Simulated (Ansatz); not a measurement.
SnO2: start and end of a relaxation

Recipe of this trial structure of SnO2: sheets of the ZnO2 type stacked, one a cell (R3m, No. 160) (elements of the layers in order: SnO2 (ZnO2 type)). A sheet's type names the database crystal that the layer was cut from.

start.cif

```cif
data_structure
_symmetry_space_group_name_H-M 'R3m:H'
_symmetry_Int_Tables_number 160
_cell_length_a 3.6046
_cell_length_b 3.6046
_cell_length_c 16.4629
_cell_angle_alpha 90.000
_cell_angle_beta 90.000
_cell_angle_gamma 120.000
_cell_volume 185.25
loop_
_atom_site_label
_atom_site_type_symbol
_atom_site_symmetry_multiplicity
_atom_site_Wyckoff_symbol
_atom_site_fract_x
_atom_site_fract_y
_atom_site_fract_z
_atom_site_occupancy
Sn1 Sn 3 a 0.66667 0.33333 0.13324 1
O1 O 3 a 0.33333 0.66667 0.17479 1
O2 O 3 a 0.66667 0.33333 0.00000 1
```

Method: Ansatz, DFT PBE+D3(BJ), scalar-relativistic, plane waves, PAW. Cutoff 420 eV, Gaussian smearing, Γ-centred meshes. Cell and atoms relax first on a coarse mesh and then on a finer one. In between, the cell is made exact in the group found at 0.06 Å. In metals the finer mesh still leaves noise of several meV/atom or more. The steps can't lower the symmetry of their start. No spin polarisation.

end.cif

```cif
data_structure
_symmetry_space_group_name_H-M 'R3m:H'
_symmetry_Int_Tables_number 160
_cell_length_a 3.4650
_cell_length_b 3.4650
_cell_length_c 15.6150
_cell_angle_alpha 90.000
_cell_angle_beta 90.000
_cell_angle_gamma 120.000
_cell_volume 162.36
loop_
_atom_site_label
_atom_site_type_symbol
_atom_site_symmetry_multiplicity
_atom_site_Wyckoff_symbol
_atom_site_fract_x
_atom_site_fract_y
_atom_site_fract_z
_atom_site_occupancy
Sn1 Sn 3 a 0.66667 0.33333 0.12743 1
O1 O 3 a 0.33333 0.66667 0.17261 1
O2 O 3 a 0.66667 0.33333 0.00799 1
```

The symmetry stays R3m (No. 160). The volume per atom shrinks by 12.4 %, from 20.6 to 18.0 Å³. The shortest distance goes from 2.19 Å (Sn–O) to 1.87 Å (Sn–O). The energy falls by about 0.30 eV/atom (the start's value is from the coarse mesh).

For SnO2, the volume per atom is 18.0 Å³ and the density is 4.6 g/cm³. The energy over the elements is −0.61 eV/atom. The gap on the 18×18×18 mesh of the 3-atom cell is 0 eV (a metal).

Energies over the elements count from the elements' standard structures at the same level (O₂ as a molecule), with no fitted energy shifts. The references include grey tin. Whether it is stable depends on the other phases of the system, which aren't compared here.

The last run used Gaussian smearing of 0.10 eV. Symmetry constrained the relaxation, so the result can be a saddle point. In all, the 3 runs took 6.9 min on 1 thread of AMD EPYC (Zen 3) (shared host).
